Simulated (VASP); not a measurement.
# SiMo3 in VASP: a series of runs, part 3 of 3

VASP 6.6.1. Earlier steps stand in the parts before.

### 5 Relaxation of cell and atoms, PBE

This run uses another cell than the first one: it holds 8 atoms, not 4.

Contents of INCAR:

```
SYSTEM = SiMo3
PREC = Normal
ENCUT = 520
EDIFF = 1E-4
ISMEAR = 0
SIGMA = 0.15
LREAL = .False.
LASPH = .True.
NELM = 60
ALGO = Fast
ISIF = 3
LWAVE = .False.
LCHARG = .False.
GGA = PE
IBRION = 2
NSW = 24
EDIFFG = -0.08
KPAR = 2
```

Contents of KPOINTS:

```
Automatic mesh
0
Gamma
  3 3 4
  0 0 0
```

Contents of POSCAR:

```
SiMo3
1.0
    6.1425459400      0.0000000000      0.0000000000
   -3.0712729700      5.3196008200      0.0000000000
    0.0000000000      0.0000000000      4.5133647400
Si Mo
2 6
Direct
    0.6666666700      0.3333333300      0.2500000000
    0.3333333300      0.6666666700      0.7500000000
    0.8539475900      0.1460524100      0.7500000000
    0.2921048200      0.1460524100      0.7500000000
    0.8539475900      0.7078951800      0.7500000000
    0.1460524100      0.8539475900      0.2500000000
    0.7078951800      0.8539475900      0.2500000000
    0.1460524100      0.2921048200      0.2500000000
```

Potentials or basis: VASP PAW PBE potentials, release 64 (Si, Mo_sv).

Launch:

```bash
cat potpaw_PBE.64/Si/POTCAR potpaw_PBE.64/Mo_sv/POTCAR > POTCAR
mpirun -np 2 vasp_std > vasp.out
```

OUTCAR:

```text
SYSTEM = SiMo3
   PREC = Normal
   ENCUT = 520
   EDIFF = 1E-4
   ISMEAR = 0
   LREAL = .False.
   LASPH = .True.
   NELM = 60
   ISIF = 3
   GGA = PE
   IBRION = 2
   NSW = 24
   EDIFFG = -0.08

 ion  position               nearest neighbor table
   1  0.667  0.333  0.250-   3 3.01   3 3.01   5 3.01   5 3.01   4 3.01   4 3.01   7 3.08   8 3.08
                             6 3.08   6 3.08   7 3.08   8 3.08
   2  0.333  0.667  0.750-   6 3.01   6 3.01   8 3.01   8 3.01   7 3.01   7 3.01   4 3.08   5 3.08
                             3 3.08   3 3.08   4 3.08   5 3.08
   3  0.854  0.146  0.750-   5 2.69   4 2.69   7 2.74   7 2.74   8 2.74   8 2.74   1 3.01   1 3.01
                             2 3.08   2 3.08   5 3.45   4 3.45
   4  0.292  0.146  0.750-   5 2.69   3 2.69   6 2.74   6 2.74   8 2.74   8 2.74   1 3.01   1 3.01
                             2 3.08   2 3.08   5 3.45   3 3.45
   5  0.854  0.708  0.750-   3 2.69   4 2.69   7 2.74   7 2.74   6 2.74   6 2.74   1 3.01   1 3.01
                             2 3.08   2 3.08   3 3.45   4 3.45
   6  0.146  0.854  0.250-   8 2.69   7 2.69   4 2.74   4 2.74   5 2.74   5 2.74   2 3.01   2 3.01
                             1 3.08   1 3.08   8 3.45   7 3.45
   7  0.708  0.854  0.250-   8 2.69   6 2.69   3 2.74   3 2.74   5 2.74   5 2.74   2 3.01   2 3.01
                             1 3.08   1 3.08   8 3.45   6 3.45
   8  0.146  0.292  0.250-   6 2.69   7 2.69   4 2.74   4 2.74   3 2.74   3 2.74   2 3.01   2 3.01
                             1 3.08   1 3.08   6 3.45   7 3.45

  LATTYP: Found a hexagonal cell.
 ALAT       =     6.1425459400
 C/A-ratio  =     0.7347710191

  Lattice vectors:

 A1 = (   6.1425459400,   0.0000000000,   0.0000000000)
 A2 = (  -3.0712729700,   5.3196008200,   0.0000000000)
 A3 = (   0.0000000000,   0.0000000000,   4.5133647400)

Analysis of symmetry for initial positions (statically):
=====================================================================
 Subroutine PRICEL returns:
 Original cell was already a primitive cell.

 Routine SETGRP: Setting up the symmetry group for a
 hexagonal supercell.

 Subroutine GETGRP returns: Found 24 space group operations
 (whereof 12 operations were pure point group operations)
 out of a pool of 24 trial point group operations.

The static configuration has the point symmetry D_3d.
 The point group associated with its full space group is D_6h.

Analysis of symmetry for dynamics (positions and initial velocities):
=====================================================================
 Subroutine PRICEL returns:
 Original cell was already a primitive cell.
[... 133 lines left out ...]
   IVDW    =     0    specifies the selected vdW correction
   LEPSILON=     F    determine dielectric tensor
   LRPA    =     F    only Hartree local field effects (RPA)
 conjugate gradient relaxation of ions
 non-spin polarized calculation
 RMM-DIIS sequential band-by-band and
 Gauss-broadening in eV      SIGMA  =   0.15
  energy-cutoff  :      520.00
  volume of cell :      147.48
 maximum number of plane-waves:      3990
   NGX = 23   NGY = 23   NGZ = 17

--------------------------------------- Ionic step        1  -------------------------------------------

 number of electron      92.0000032 magnetization

 Free energy of the ion-electron system (eV)
  ---------------------------------------------------
  ext. energy  EPLUGINS =         0.00000000
  ---------------------------------------------------
  free energy    TOTEN  =       -73.46072865 eV

  energy without entropy =      -73.35841191  energy(sigma->0) =      -73.40957028

 E-fermi :   9.6080     XC(G=0): -11.8104

 val. band max:        9.5864913576   @ k =   0.0000   0.0000   0.5000
 cond. band min:       9.6086366735   @ k =   0.3333   0.0000   0.2500
 fundamental gap:      0.0221453158
 Fermi energy:         9.6080200535

 k-point     1 :       0.0000    0.0000    0.0000
  band No.  band energies     occupation
      1     -51.7106      2.00000
      2     -51.5545      2.00000
      3     -51.5545      2.00000
      4     -51.4956      2.00000
      5     -51.4483      2.00000
      6     -51.4483      2.00000
[... 630 lines left out ...]
  FREE ENERGIE OF THE ION-ELECTRON SYSTEM (eV)
  ---------------------------------------------------
  free  energy   TOTEN  =       -74.8155791637 eV

  energy  without entropy=      -74.7323495329  energy(sigma->0) =      -74.77396435

[... ionic steps 4 to 10 ...]

--------------------------------------- Ionic step       11  -------------------------------------------

 number of electron      91.9999990 magnetization

------------------------ aborting loop because EDIFF is reached ----------------------------------------
[... 79 lines left out ...]
--------------------------------------- Ionic step       13  -------------------------------------------

 number of electron      91.9999970 magnetization

 Free energy of the ion-electron system (eV)
  ---------------------------------------------------
  ext. energy  EPLUGINS =         0.00000000
  ---------------------------------------------------
  free energy    TOTEN  =       -77.11534914 eV

  energy without entropy =      -77.04962178  energy(sigma->0) =      -77.08248546

 E-fermi :  12.2661     XC(G=0): -12.9799

 val. band max:       12.2292546064   @ k =   0.3333   0.0000   0.5000
 cond. band min:      12.3834686562   @ k =   0.3333   0.0000   0.2500
 fundamental gap:      0.1542140498
 Fermi energy:        12.2660910617

 k-point     1 :       0.0000    0.0000    0.0000
  band No.  band energies     occupation
      1     -48.7303      2.00000
      2     -48.5774      2.00000
      3     -48.5068      2.00000
      4     -48.5068      2.00000
      5     -48.4336      2.00000
      6     -48.4336      2.00000
[... 546 lines left out ...]
  FREE ENERGIE OF THE ION-ELECTRON SYSTEM (eV)
  ---------------------------------------------------
  free  energy   TOTEN  =       -77.1153491410 eV

  energy  without entropy=      -77.0496217791  energy(sigma->0) =      -77.08248546

 reached required accuracy - stopping structural energy minimisation
```

CONTCAR:

```text
SiMo3
   1.00000000000000
     5.4267287422415835    0.0000000000000000   -0.0000000000000000
    -2.7133643711207918    4.6996849450365570    0.0000000000000000
     0.0000000000000000   -0.0000000000000000    4.6940879467311554
  Si              Mo
     2     6
Direct
     0.6666666699999979    0.3333333300000021    0.2500000000000000
     0.3333333300000021    0.6666666699999979    0.7500000000000000
     0.8320907610427664    0.1679092389573751    0.7500000000000000
     0.3358184779146019    0.1679092389573751    0.7500000000000000
     0.8320907610426246    0.6641815220852569    0.7500000000000000
     0.1679092389572339    0.8320907610426246    0.2500000000000000
     0.6641815220853980    0.8320907610426246    0.2500000000000000
     0.1679092389573752    0.3358184779147432    0.2500000000000000

  0.00000000E+00  0.00000000E+00  0.00000000E+00
  0.00000000E+00  0.00000000E+00  0.00000000E+00
  0.00000000E+00  0.00000000E+00  0.00000000E+00
  0.00000000E+00  0.00000000E+00  0.00000000E+00
  0.00000000E+00  0.00000000E+00  0.00000000E+00
  0.00000000E+00  0.00000000E+00  0.00000000E+00
  0.00000000E+00  0.00000000E+00  0.00000000E+00
  0.00000000E+00  0.00000000E+00  0.00000000E+00
```

Run time: 2 min. Hardware: 2 MPI ranks of Intel Xeon 6975P-C (Granite Rapids), shared host; peak memory 0.21 GiB.

Results:

| Item | Value |
| --- | --- |
| Free energy | -77.1153 eV |
| Relaxed volume | 14.96 Å³/atom |
| Relaxed cell | a = 5.427 Å, b = 5.427 Å, c = 4.694 Å, α = 90.00°, β = 90.00°, γ = 120.00° |
| Space group after relaxing (to 0.05 Å) | P6_3/mmc (No. 194) |
| Energy gained by relaxing | 456.8 meV/atom |
| Ionic steps | 13 |
| Pressure after relaxing | 0.2 GPa |
| Largest force after relaxing | 0.040 eV/Å |
| Band gap on the k mesh | none (metal or under the smearing width) |

Forces on the atoms (eV/Å):
```
Si   0.000  0.000  0.000
Si   0.000  0.000  0.000
Mo  -0.035  0.020  0.000
Mo   0.035  0.020  0.000
Mo   0.000 -0.040  0.000
Mo   0.035 -0.020  0.000
Mo  -0.035 -0.020  0.000
Mo   0.000  0.040  0.000
```

The path:
```csv
step,energy change (eV),largest force (eV/Å),pressure (GPa),volume (Å³)
1,0.0000,0.5877,-18.84,147.48
2,1.7874,6.1682,61.10,105.80
3,-1.3549,2.5357,1.46,128.88
4,-2.9914,1.4905,6.84,118.77
5,-2.6833,0.7539,28.75,108.67
6,-3.2182,1.0974,12.01,115.34
7,-3.2390,0.7426,15.14,113.54
8,-2.7762,1.2329,-13.86,130.03
9,-3.6485,0.1730,-0.09,119.76
10,-3.6488,0.1434,0.07,119.55
11,-3.6483,0.1192,0.49,119.37
12,-3.6545,0.0141,0.40,119.67
13,-3.6546,0.0403,0.17,119.72
```

Final structure:
```xyz
8
Lattice="5.4267 0.0000 0.0000 -2.7134 4.6997 0.0000 0.0000 0.0000 4.6941" Properties=species:S:1:pos:R:3 pbc="T T T"
Si    2.7134    1.5666    1.1735
Si    0.0000    3.1331    3.5206
Mo    4.0599    0.7891    3.5206
Mo    1.3668    0.7891    3.5206
Mo    2.7134    3.1214    3.5206
Mo   -1.3466    3.9106    1.1735
Mo    1.3466    3.9106    1.1735
Mo    0.0000    1.5782    1.1735
```

Caveat: the k mesh is coarse (spacing up to 0.39 Å⁻¹), so the values aren't converged; the volume moved by over 15 % at a fixed basis, so the end points are rough; the relaxation stopped at a loose force limit of 0.08 eV/Å, so its end isn't a converged minimum.

### 6 Relaxation of cell and atoms, PBE

This run uses another cell than the first one: it holds 8 atoms, not 4.

INCAR is that of step 5.

Contents of KPOINTS:

```
Automatic mesh
0
Gamma
  4 4 4
  0 0 0
```

Contents of POSCAR:

```
SiMo3
1.0
    0.0000000000      4.3811842500      4.3811842500
    4.3811842500      0.0000000000      4.3811842500
    4.3811842500      4.3811842500      0.0000000000
Si Mo
2 6
Direct
    0.5000000000      0.5000000000      0.5000000000
    0.7500000000      0.7500000000      0.7500000000
    0.2149506600      0.7850493400      0.7850493400
    0.7850493400      0.2149506600      0.2149506600
    0.7850493400      0.7850493400      0.2149506600
    0.2149506600      0.2149506600      0.7850493400
    0.2149506600      0.7850493400      0.2149506600
    0.7850493400      0.2149506600      0.7850493400
```

Potentials or basis: VASP PAW PBE potentials, release 64 (Si, Mo_sv).

Launch:

```bash
cat potpaw_PBE.64/Si/POTCAR potpaw_PBE.64/Mo_sv/POTCAR > POTCAR
mpirun -np 2 vasp_std > vasp.out
```

It took 57 s on 2 MPI ranks of Intel Xeon 6975P-C (Granite Rapids), shared host; peak memory 0.24 GiB.

The run converged. Its results:

```yaml
Free_energy: -70.0037 eV
Relaxed_volume: 18.65 Å³/atom
Relaxed_cell: a = 5.954 Å, b = 5.954 Å, c = 5.954 Å, α = 60.00°, β = 60.00°, γ = 60.00°
Space_group_after_relaxing_to_0.05_Å: F-43m (No. 216)
Energy_gained_by_relaxing: 98.0 meV/atom
Ionic_steps: 5
Pressure_after_relaxing: 0.2 GPa
Largest_force_after_relaxing: 0.075 eV/Å
Band_gap_on_the_k_mesh: none (metal or under the smearing width)
```

Forces in eV/Å, atoms in the order of the input:
```
Si   0.000  0.000  0.000
Si   0.000  0.000  0.000
Mo   0.075  0.000  0.000
Mo  -0.075  0.000  0.000
Mo   0.000  0.000  0.075
Mo   0.000  0.000 -0.075
Mo   0.000 -0.075  0.000
Mo   0.000  0.075  0.000
```

Step by step:
```tsv
step	energy change (eV)	largest force (eV/Å)	pressure (GPa)	volume (Å³)
1	0.0000	0.6210	-12.84	168.19
2	1.6690	4.8516	34.31	130.41
3	-0.6848	0.8162	-1.35	153.61
4	-0.6862	0.8821	-0.87	153.09
5	-0.7839	0.0752	0.16	149.24
```

Final structure:
```yaml
crystal:
  lattice:
    - [0.00000, 4.21003, 4.21003]
    - [4.21003, 0.00000, 4.21003]
    - [4.21003, 4.21003, 0.00000]
  atoms:
    - { symbol: Si, position: [0.50000, 0.50000, 0.50000] }
    - { symbol: Si, position: [0.75000, 0.75000, 0.75000] }
    - { symbol: Mo, position: [0.21806, 0.78194, 0.78194] }
    - { symbol: Mo, position: [0.78194, 0.21806, 0.21806] }
    - { symbol: Mo, position: [0.78194, 0.78194, 0.21806] }
    - { symbol: Mo, position: [0.21806, 0.21806, 0.78194] }
    - { symbol: Mo, position: [0.21806, 0.78194, 0.21806] }
    - { symbol: Mo, position: [0.78194, 0.21806, 0.78194] }
```

Levels at points of the mesh, in eV from the Fermi level:
| k point | band 42 | band 43 | band 44 | band 45 | band 46 | band 47 | band 48 | band 49 |
| --- | --- | --- | --- | --- | --- | --- | --- | --- |
| (0.00, 0.00, 0.00) | -0.90 | -0.26 | -0.26 | -0.26 | 0.94 | 0.94 | 0.94 | 1.48 |
| (0.50, 0.00, 0.00) | -0.97 | -0.97 | -0.71 | -0.08 | 0.14 | 0.14 | 0.80 | 0.80 |
| (0.50, 0.50, 0.00) | -1.13 | -0.70 | -0.60 | -0.60 | -0.60 | -0.26 | -0.26 | 0.33 |

Caveat: the relaxation stopped at a loose force limit of 0.08 eV/Å, so its end isn't a converged minimum.

### 7 Single point, PBE

This run uses another cell than the first one: it holds 8 atoms, not 4.

Contents of INCAR:

```
SYSTEM = SiMo3
PREC = Accurate
ENCUT = 520
EDIFF = 1E-5
ISMEAR = 0
SIGMA = 0.05
LREAL = .False.
LASPH = .True.
NELM = 100
ALGO = Normal
ISIF = 2
LWAVE = .False.
LCHARG = .False.
GGA = PE
NBANDS = 56
KPAR = 2
```

KPOINTS is that of step 6.

Contents of POSCAR:

```
SiMo3
1.0
    4.8889999400      0.0000000000      0.0000000000
    0.0000000000      4.8889999400      0.0000000000
    0.0000000000      0.0000000000      4.8889999400
Si Mo
2 6
Direct
    0.0000000000      0.0000000000      0.0000000000
    0.5000000000      0.5000000000      0.5000000000
    0.2500000000      0.0000000000      0.5000000000
    0.5000000000      0.7500000000      0.0000000000
    0.7500000000      0.0000000000      0.5000000000
    0.5000000000      0.2500000000      0.0000000000
    0.0000000000      0.5000000000      0.7500000000
    0.0000000000      0.5000000000      0.2500000000
```

Launch:

```bash
cat potpaw_PBE.64/Si/POTCAR potpaw_PBE.64/Mo_sv/POTCAR > POTCAR
mpirun -np 2 vasp_std > vasp.out
```

Run time: 14 s. Hardware: 2 MPI ranks of Intel Xeon 6975P-C (Granite Rapids), shared host; peak memory 0.21 GiB.

It converged, with:

| Quantity | Value |
| --- | --- |
| Free energy | -78.8490 eV |
| Pressure | 4.3 GPa |
| Band gap on the k mesh | none (metal or under the smearing width) |

Levels at points of the mesh, in eV from the Fermi level:
```
           k point  band 41  band 42  band 43  band 44  band 45  band 46  band 47  band 48  band 49  band 50
(0.00, 0.00, 0.00)    -2.12    -2.12    -1.50    -1.50     1.31     1.31     1.31     2.12     2.41     2.41
(0.50, 0.00, 0.00)    -2.40    -2.40    -1.64    -1.64     0.33     0.33     0.99     0.99     1.56     1.56
(0.50, 0.50, 0.00)    -1.18    -1.18    -1.06    -0.79    -0.79    -0.70    -0.64    -0.42    -0.02     0.32
(0.50, 0.50, 0.50)    -1.67    -1.67    -1.11    -1.11    -1.11    -1.11    -1.11    -1.11     1.33     1.33
```

### 8 Summary

| task | cell | k mesh | smearing | mesh quality | gap on the mesh (eV) | pressure (GPa) | relaxed volume (Å³/atom) | largest force (eV/Å) |
| --- | --- | --- | --- | --- | --- | --- | --- | --- |
| relaxation of cell and atoms | relaxed | 6 × 6 × 6 | gaussian 0.15 eV | not flagged | none | -0.1 | 17.16 | - |
| relaxation of cell and atoms | relaxed | 4 × 4 × 4 | gaussian 0.15 eV | not flagged | none | 0.2 | 18.65 | 0.08 |
| relaxation of cell and atoms | relaxed | 3 × 3 × 3 | gaussian 0.15 eV | coarse | none | -0.2 | 14.75 | - |
| relaxation of cell and atoms | relaxed | 3 × 3 × 4 | gaussian 0.15 eV | coarse | none | 0.2 | 14.96 | 0.04 |
| single point | Pm-3n, 14.61 Å³/atom | 4 × 4 × 4 | gaussian 0.05 eV | not flagged | none | 4.3 | - | - |

Alike in all rows: level PBE; potentials or basis VASP PAW PBE potentials, release 64 (Si, Mo_sv); no spin polarisation; cutoff (eV) 520.

Caveats: some runs use coarse meshes; the relaxation stopped at a loose force limit of 0.08 eV/Å, so its end isn't a converged minimum (some runs); the volume moved by over 15 % at a fixed basis, so the end points are rough (some runs).

Total energies depend on the potentials used, so only differences within one code and one set of settings carry meaning.
